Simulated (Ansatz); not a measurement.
# AgCl: energy along a strain

AgCl, Fm-3m, a = 5.546 Å (as given, not relaxed at this level: 1.6 GPa). Ansatz: PBE, PAW, 420 eV, Γ-centred 8×8×8 mesh on 2 atoms, Gaussian smearing 0.05 eV; no spin polarisation. Cell vectors (Å): 0.000 2.773 2.773; 2.773 0.000 2.773; 2.773 2.773 0.000. The cell is strained by x per cent times the pattern (0 0 0 0 1 0) in the order xx yy zz yz xz xy (engineering shears), with fractional coordinates held. y is the free energy over the start, V0 = 21.327 Å³/atom. Symmetry makes y even in x.

| x (%) | y (meV/atom) |
| --- | --- |
| -4.00 | 0.65 |
| -2.00 | 0.16 |
| 0.00 | 0.00 |
| 0.50 | 0.01 |
| 1.00 | 0.04 |
| 1.50 | 0.09 |
| 2.50 | 0.25 |
| 3.00 | ? |
| 3.50 | 0.50 |

Q: Fit y = c2 x² + c4 x⁴ to the other rows, get the stiffness along the pattern, and predict the missing energy.

A: Least squares on the rows shown. y = 0.04000 x² + 4.548×10⁻⁵ x⁴. The clamped-ion stiffness p·C·p = 2 × 0.4000 eV × 160.2 / 21.327 Å³ = 6.0 GPa, which is C55 in these axes (C44 of the cubic crystal) (second derivative at the start, which stands under stress). At x = 3.00 the fit asked for gives 0.36 meV/atom. The run gave 0.37 meV/atom, so the fit is 0.01 meV/atom too low, a small miss on the scale of the series.